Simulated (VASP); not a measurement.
# Converging a slab model of a few sheets of MoS2, part 2 of 2

How far does the level below the vacuum of a few sheets of MoS2 depend on the numerical settings, and how far on the functional?

VASP 6.6.1, plane waves and PAW; the level of theory is named at each step.

So far, highest filled level below the vacuum (eV): step 2 (the base run, PBE) 5.48; step 11 (a lower cutoff, ENCUT 210, PBE) 5.48; step 12 (a lower cutoff, ENCUT 280, PBE) 5.48; step 13 (another smearing width, SIGMA 0.02, PBE) 5.48; step 15 (another level, functional LDA, disp none) 5.70.

## Step 17: Another level, functional RPBE, disp none

This step: RPBE, no spin polarisation; plane waves and PAW (S, Mo) (VASP 6.6.1).

INCAR reads:

```
SYSTEM = MoS2
PREC = Normal
ENCUT = 350
EDIFF = 1E-06
NELM = 120
ISMEAR = 0
SIGMA = 0.05
LREAL = .FALSE.
ALGO = Normal
GGA = RP
NBANDS = 24
LASPH = .TRUE.
LORBIT = 11
LWAVE = .FALSE.
LCHARG = .FALSE.
KPAR = 4
IDIPOL = 3
LDIPOL = .TRUE.
DIPOL = 0.5 0.5 0.5
LVHAR = .TRUE.
LVACPOTAV = .TRUE.
```

POSCAR reads:

```
MoS2
1.0
    3.1690000000      0.0000000000      0.0000000000
   -1.5845000000      2.7444345050      0.0000000000
    0.0000000000      0.0000000000     24.2922960000
S Mo
4 2
Direct
    0.3333333330      0.6666666670      0.6912601430
    0.3333333330      0.6666666670      0.5624005240
    0.6666666670      0.3333333330      0.4375994760
    0.6666666670      0.3333333330      0.3087398570
    0.6666666670      0.3333333330      0.6268303330
    0.3333333330      0.6666666670      0.3731696670
```

KPOINTS reads:

```
Automatic mesh
0
Gamma
9 9 1
0 0 0
```

Potentials, in the order of the species: S and Mo (PBE family, release 64).

Command:

```sh
$ mpirun -np 4 vasp_std
```

It took 14 s on 4 MPI ranks of AMD EPYC 7R43, shared host; peak memory 0.59 GiB; 52 s of CPU time.

Against the base run its depth below the vacuum changes by -0.08 eV.

## Step 18: Another level, functional optB88-vdW, disp nonlocal

This step: optB88-vdW, no spin polarisation; plane waves and PAW (S, Mo) (VASP 6.6.1).

Changes to INCAR since step 17:

```diff
@@ -9,5 +9,9 @@
 ALGO = Normal
-GGA = RP
+GGA = BO
+AGGAC = 0
+LUSE_VDW = .TRUE.
+PARAM1 = 0.1833333333
+PARAM2 = 0.22
+LASPH = .TRUE.
 NBANDS = 24
-LASPH = .TRUE.
 LORBIT = 11
```

POSCAR is that of step 17.

KPOINTS is that of step 17.

Command:

```sh
$ mpirun -np 4 vasp_std
```

The job ended after 62 s (4 MPI ranks; peak memory 1.4 GiB; 4.1 min of CPU time).

Against the base run its depth below the vacuum changes by +0.26 eV.

## Step 19: Another level, functional r2SCAN, disp none

This step: r2SCAN, no spin polarisation; plane waves and PAW (S, Mo) (VASP 6.6.1).

Changes to INCAR since step 18:

```diff
@@ -9,7 +9,3 @@
 ALGO = Normal
-GGA = BO
-AGGAC = 0
-LUSE_VDW = .TRUE.
-PARAM1 = 0.1833333333
-PARAM2 = 0.22
+METAGGA = R2SCAN
 LASPH = .TRUE.
```

POSCAR is that of step 18.

KPOINTS is that of step 18.

Command:

```sh
$ mpirun -np 4 vasp_std
```

Elapsed: 42 s, on 4 MPI ranks; peak memory 0.64 GiB.

Against the base run its depth below the vacuum changes by +0.19 eV.

## Step 20: The series together

Times are for 4 MPI ranks of AMD EPYC 7R43, shared host. The runs compared:

```csv
no.,functional,highest filled level below the vacuum (eV),time,memory (GiB)
1,LDA,5.700,10 s,0.51
2,PBEsol,5.505,14 s,0.61
3,RPBE,5.402,14 s,0.59
4,optB88-vdW,5.744,62 s,1.4
5,r2SCAN,5.676,42 s,0.64
```

## Step 21: With spin orbit coupling

This step: PBE, spin-orbit coupling, no spin polarisation; plane waves and PAW (S, Mo) (VASP 6.6.1).

For heavy elements spin-orbit coupling shifts the highest filled levels.

Changes to INCAR since step 19:

```diff
@@ -9,5 +9,10 @@
 ALGO = Normal
-METAGGA = R2SCAN
+GGA = PE
+LNONCOLLINEAR = .TRUE.
+MAGMOM = 0 0 0 0 0 0 0 0 0 0 0 0 0 0 0 0 0 0
+NBANDS = 48
+GGA_COMPAT = .FALSE.
 LASPH = .TRUE.
-NBANDS = 24
+LSORBIT = .TRUE.
+LMAXMIX = 4
 LORBIT = 11
```

POSCAR is that of step 19.

KPOINTS is that of step 19.

Command:

```sh
$ mpirun -np 4 vasp_ncl
```

It took 49 s on 4 MPI ranks; peak memory 1.4 GiB; 3.2 min of CPU time.

This step gave:

| Item | Value |
| --- | --- |
| free energy (TOTEN) | -43.58 eV |
| Fermi energy | 0.3833 eV |
| vacuum levels | 5.604, 5.604 eV |
| ionisation potentials of the upper and lower face | 5.478, 5.478 eV |
| electron affinities of the upper and lower face | 4.201, 4.201 eV |
| highest filled level below the vacuum | 5.478 eV |
| gap on the k-mesh | 1.277 eV |
| least direct gap on the k-mesh | 1.639 eV |

The spin moment in the PAW sphere vanishes on all atoms.

Against the base run its depth below the vacuum changes by -0.00 eV.

## Step 22: Cost and result by level

Times are for 4 MPI ranks of AMD EPYC 7R43, shared host. The runs compared:

```csv
no.,run,electronic cycles,bands,free energy (TOTEN) (eV),eigenvalues first band,least direct gap on the k-mesh (eV),time,memory (GiB)
1,base run,23,24,-43.55,7,1.687,13 s,0.58
2,series over the cutoff,23,24,-43.38,7,1.691,8 s,0.42
3,series over the cutoff,24,24,-43.51,7,1.687,10 s,0.49
4,series over the smearing,23,24,-43.55,7,1.687,13 s,0.58
5,series over the smearing,23,24,-43.55,7,1.687,13 s,0.62
6,with spin orbit coupling,25,48,-43.58,25,1.639,49 s,1.4
```

## Step 23: All runs together

This step: slab, study of settings, base PBE; plane waves and PAW (VASP 6.6.1).

This step runs nothing: it gathers the runs above.

Numbers from this step:

- highest filled level below the vacuum: 5.483 eV

Energies of other functionals are not comparable and are left out. All runs:

| change from the base run | level below the vacuum (eV) | shift (eV) | energy change (meV/atom) | core seconds |
| --- | --- | --- | --- | --- |
| base | 5.483 | 0 | 0 | 53.6 |
| mesh 3 x 3 | 5.492 | 0.009 | -7 | 27.2 |
| mesh 6 x 6 | 5.482 | -0.001 | 0.2 | 45.6 |
| mesh 12 x 12 | 5.482 | 0 | 0 | 71.2 |
| vacuum 5 A | - | - | -0.4 | 31.2 |
| vacuum 8 A | 5.465 | -0.018 | -0.1 | 36 |
| vacuum 24 A | 5.484 | 0.002 | 0.1 | 80 |
| cutoff 210 eV | 5.48 | -0.002 | 28 | 32 |
| cutoff 280 eV | 5.482 | 0 | 7.1 | 41.6 |
| smearing 0.02 eV | 5.483 | 0 | 0 | 52 |
| smearing 0.4 eV | 5.483 | 0 | 0.1 | 53.6 |
| LDA | 5.7 | 0.218 | - | 40.8 |
| PBEsol | 5.505 | 0.023 | - | 55.2 |
| RPBE | 5.402 | -0.081 | - | 55.2 |
| optB88-vdW | 5.744 | 0.262 | - | 248 |
| r2SCAN | 5.676 | 0.193 | - | 168 |
| spin-orbit coupling | 5.478 | -0.005 | - | 196 |

## Step 24: Summary of results

| Quantity | Value |
| --- | --- |
| highest filled level below the vacuum | 5.48 eV |

The base run puts the highest filled level 5.48 eV below the vacuum at the upper face. The meshes tried shift it by about 0.01 eV or less. Among the vacuum widths the largest shift is -0.02 eV (vacuum 8 A, at 0.67 times the cost). The lower cutoffs shift it by about 0.01 eV or less. The smearing widths shift it by about 0.01 eV or less. With vacuum 5 A the program printed no vacuum level, so no level is given there, and the line on vacuum widths holds for the others alone. The functionals span 0.34 eV, from RPBE to optB88-vdW. The program warns that it found no field-free region at its default tolerance, also in runs whose level could not be checked against a flat part of the potential; that adds doubt to those levels. The thickness of the slab was not varied, and the small cell can't reconstruct. Costs come from a shared host, and the base run also writes a finer density of states, so small ratios mean little. All runs hold the atoms as cut and share one family of PAW data sets, so relaxation and each functional's own lattice are left out.

[Lines on the potential files, build, host, timing and source positions are cut from VASP's logs without a mark.]

[Logs are printed without paths, hosts, clocks, repeated set-up lines and the standing remarks that a program may print on its own settings, such as how far it seeks lower states.]

[Hosts, paths, dates, database ids (printed as entryN), source tags and the programs' standing remarks are cut or masked in the printed files.]

[In band tables of VASP the shares of atoms and orbitals are scaled to a sum of 1 inside the atoms' spheres.]

[Runs that stopped without an error message from VASP are left out.]
